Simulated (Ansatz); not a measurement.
## MoSe2: relaxed-ion elastic tensor

Method: DFT PBE, scalar-relativistic, plane waves, PAW (Ansatz). Plane waves to 420 eV; Γ-centred k mesh 12×12×2; fixed occupations. No spin polarisation.

The cell, relaxed at this level:
```xyz
6
Lattice="3.3206 0.0000 0.0000 -1.6603 2.8757 0.0000 0.0000 0.0000 15.1436" Properties=species:S:1:pos:R:3 pbc="T T T"
Mo    0.0000    1.9172    3.7859
Mo    1.6603    0.9586   11.3577
Se    0.0000    1.9172    9.6888
Se    1.6603    0.9586    2.1171
Se    0.0000    1.9172   13.0265
Se    1.6603    0.9586    5.4547
```

It was relaxed at this level from a cell as deposited in COD. No dispersion correction is applied, so modes and constants that involve weak contacts between layers, chains or molecules come out too soft.

Question: Give the relaxed-ion elastic constants (GPa, Voigt order xx yy zz yz xz xy, on the Cartesian axes of the cell above).

Answer:
C11 = 144.3, C12 = 33.2, C13 = 0.7, C22 = 144.3, C23 = 0.7, C33 = 1.7, C44 = 0.7, C55 = 0.7, C66 = 55.5 GPa; the others vanish.

Question: Is the crystal stable against homogeneous strain?

Answer: Yes: the least eigenvalue of the tensor is 0.7 GPa.

Question: And the moduli of a polycrystal (Hill averages)?

Answer: B = 21 GPa, G = 15 GPa, E = 36 GPa, ν = 0.21.
